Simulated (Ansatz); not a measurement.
Steps from a short run of molecular dynamics on a 2×2×2 supercell (16 atoms) of ZnS (rocksalt), relaxed with r2SCAN; forces from r2SCAN in the PAW code Ansatz, 2×2×2 mesh, Fermi-Dirac smearing of 0.039 eV, a Nosé-Hoover thermostat at fixed volume, set at 450 K. Computed, non-magnetic; the trajectory is short and the cell small, so nothing here is a converged average. The structure comes from a prototype and may be hypothetical.

Cell vectors in Å:
```
0.0000 5.0620 5.0620
5.0620 0.0000 5.0620
5.0620 5.0620 0.0000
```

Task: At 18 fs the positions in Å are
```
Zn   0.026  -0.027   0.005
S    2.533   2.570   2.465
Zn   2.544   2.522   0.030
S    5.102   5.199   2.600
Zn   2.544  -0.013   2.621
S    5.015   2.561   5.016
Zn   5.065   2.466   2.510
S    7.627   5.022   5.024
Zn   0.012   2.545   2.471
S    2.589   5.171   5.034
Zn   2.503   4.964   2.495
S    5.083   7.603   5.110
Zn   2.496   2.600   5.039
S    5.119   5.037   7.672
Zn   5.018   5.025   5.045
S    7.514   7.672   7.640
```
What are the forces, and how far does the free energy (smearing included) lie above that of step 0, with the atoms on their sites?

Result: 2.4 meV an atom; forces in eV/Å:
```
Zn  -0.078   0.007   0.191
S    0.320  -0.228   0.275
Zn  -0.025   0.147  -0.327
S   -0.276   0.253  -0.480
Zn  -0.167  -0.110  -0.255
S   -0.634  -0.019  -0.021
Zn   0.089   0.133  -0.015
S   -0.044   0.137   0.450
Zn  -0.200  -0.107   0.091
S   -0.180  -0.238   0.086
Zn   0.260   0.405   0.099
S    0.655   0.087   0.209
Zn   0.058  -0.156   0.213
S   -0.053  -0.388  -0.171
Zn   0.171   0.090  -0.060
S    0.106  -0.013  -0.286
```

Task: At 48 fs the positions in Å are
```
Zn   0.060  -0.071   0.038
S    2.607   2.565   2.421
Zn   2.563   2.529   0.039
S    5.110   5.447   2.606
Zn   2.544  -0.041   2.738
S    4.815   2.608   4.940
Zn   5.077   2.371   2.477
S    7.668   4.986   5.075
Zn   0.008   2.568   2.379
S    2.637   5.287   5.002
Zn   2.490   4.853   2.448
S    5.238   7.636   5.224
Zn   2.447   2.698   5.026
S    5.190   4.922   7.756
Zn   4.966   4.975   5.009
S    7.421   7.793   7.664
```
What are the forces, and how far does the free energy (smearing included) lie above that of step 0, with the atoms on their sites?

Result: 14.3 meV an atom; forces in eV/Å:
```
Zn  -0.119   0.081   0.416
S    0.344  -0.728   0.310
Zn   0.044   0.420  -0.584
S   -0.218  -0.957  -0.492
Zn  -0.364   0.317  -0.511
S   -0.018  -0.062   0.144
Zn   0.002   0.060   0.253
S   -0.245   0.107   0.692
Zn  -0.294   0.646  -0.022
S   -0.419  -0.464  -0.041
Zn   0.538   0.864   0.317
S   -0.169  -0.078  -0.228
Zn   0.402  -0.225   0.269
S   -0.390  -0.010  -0.376
Zn   0.393   0.280  -0.207
S    0.514  -0.252   0.060
```

Task: At 54 fs the positions in Å are
```
Zn   0.065  -0.080   0.051
S    2.634   2.544   2.424
Zn   2.567   2.536   0.031
S    5.103   5.479   2.588
Zn   2.538  -0.044   2.754
S    4.765   2.615   4.928
Zn   5.080   2.353   2.473
S    7.671   4.984   5.110
Zn   0.003   2.579   2.361
S    2.634   5.295   4.996
Zn   2.495   4.844   2.442
S    5.275   7.643   5.245
Zn   2.442   2.714   5.028
S    5.194   4.894   7.762
Zn   4.962   4.969   4.999
S    7.416   7.811   7.665
```
What are the forces, and how far does the free energy (smearing included) lie above that of step 0, with the atoms on their sites?

Result: 16.0 meV an atom; forces in eV/Å:
```
Zn  -0.115   0.109   0.390
S    0.245  -0.715   0.186
Zn   0.069   0.390  -0.530
S   -0.159  -1.187  -0.357
Zn  -0.363   0.471  -0.459
S    0.317  -0.086   0.173
Zn  -0.007   0.043   0.342
S   -0.306   0.039   0.484
Zn  -0.293   0.730  -0.066
S   -0.397  -0.373  -0.111
Zn   0.524   0.797   0.421
S   -0.507  -0.175  -0.379
Zn   0.481  -0.203   0.217
S   -0.401   0.143  -0.334
Zn   0.394   0.324  -0.225
S    0.519  -0.306   0.247
```

Task: At 90 fs the positions in Å are
```
Zn   0.082  -0.115   0.156
S    2.788   2.292   2.437
Zn   2.605   2.611  -0.053
S    5.050   5.443   2.453
Zn   2.470   0.006   2.808
S    4.664   2.636   4.915
Zn   5.107   2.245   2.490
S    7.599   4.966   5.321
Zn  -0.062   2.680   2.239
S    2.549   5.287   4.907
Zn   2.573   4.852   2.488
S    5.314   7.610   5.257
Zn   2.453   2.795   5.053
S    5.146   4.827   7.754
Zn   4.974   4.971   4.917
S    7.479   7.850   7.758
```
What are the forces, and how far does the free energy (smearing included) lie above that of step 0, with the atoms on their sites?

Result: 10.3 meV an atom; forces in eV/Å:
```
Zn  -0.144  -0.005  -0.442
S   -0.789   0.390  -0.306
Zn   0.205  -0.122   0.375
S    0.162   0.026   0.459
Zn  -0.102   0.273  -0.148
S    1.232  -0.066   0.313
Zn   0.393  -0.040   0.124
S   -0.438  -0.019  -0.850
Zn  -0.207  -0.954  -0.009
S    0.133  -0.222  -0.362
Zn  -0.044   0.124   1.090
S   -0.439  -0.447  -0.385
Zn  -0.112  -0.128  -0.073
S   -0.002   0.789   0.296
Zn   0.273   0.438   0.053
S   -0.120  -0.038  -0.136
```

Task: At 102 fs the positions in Å are
```
Zn   0.083  -0.125   0.184
S    2.791   2.210   2.419
Zn   2.626   2.637  -0.076
S    5.041   5.399   2.431
Zn   2.439   0.043   2.817
S    4.741   2.634   4.938
Zn   5.129   2.207   2.506
S    7.536   4.956   5.337
Zn  -0.095   2.691   2.194
S    2.518   5.268   4.846
Zn   2.605   4.866   2.548
S    5.266   7.559   5.219
Zn   2.460   2.818   5.061
S    5.119   4.870   7.765
Zn   4.991   4.991   4.887
S    7.506   7.849   7.802
```
What are the forces, and how far does the free energy (smearing included) lie above that of step 0, with the atoms on their sites?

Result: 7.9 meV an atom; forces in eV/Å:
```
Zn  -0.176  -0.130  -0.844
S   -0.662   1.228  -0.240
Zn   0.230  -0.239   0.863
S    0.100   0.238   0.492
Zn   0.014  -0.467   0.040
S    0.343   0.062   0.027
Zn   0.324   0.006  -0.123
S   -0.257   0.117  -0.416
Zn  -0.073  -0.711   0.336
S    0.349  -0.363   0.068
Zn  -0.272   0.013   0.319
S    0.124  -0.226  -0.109
Zn  -0.032  -0.236  -0.155
S    0.038   0.122   0.412
Zn   0.257   0.379   0.227
S   -0.306   0.206  -0.895
```

Task: At 114 fs the positions in Å are
```
Zn   0.079  -0.138   0.195
S    2.765   2.178   2.390
Zn   2.652   2.658  -0.083
S    5.036   5.364   2.428
Zn   2.407   0.072   2.828
S    4.836   2.635   4.961
Zn   5.157   2.168   2.521
S    7.461   4.951   5.335
Zn  -0.130   2.686   2.155
S    2.501   5.234   4.788
Zn   2.632   4.880   2.615
S    5.222   7.498   5.176
Zn   2.466   2.836   5.066
S    5.094   4.919   7.794
Zn   5.014   5.019   4.860
S    7.522   7.856   7.810
```
What are the forces, and how far does the free energy (smearing included) lie above that of step 0, with the atoms on their sites?

Result: 18.7 meV an atom; forces in eV/Å:
```
Zn  -0.188  -0.162  -1.040
S   -0.325   1.755  -0.169
Zn   0.202  -0.299   1.045
S   -0.031   0.251   0.194
Zn   0.150  -0.927   0.216
S   -0.432   0.132  -0.409
Zn   0.086   0.187  -0.318
S    0.102   0.294   0.069
Zn   0.057  -0.335   0.782
S    0.443  -0.288   1.020
Zn  -0.402  -0.183  -0.961
S    0.441   0.110   0.131
Zn   0.094  -0.384  -0.195
S   -0.030  -0.631   0.506
Zn   0.179   0.207   0.361
S   -0.345   0.273  -1.233
```
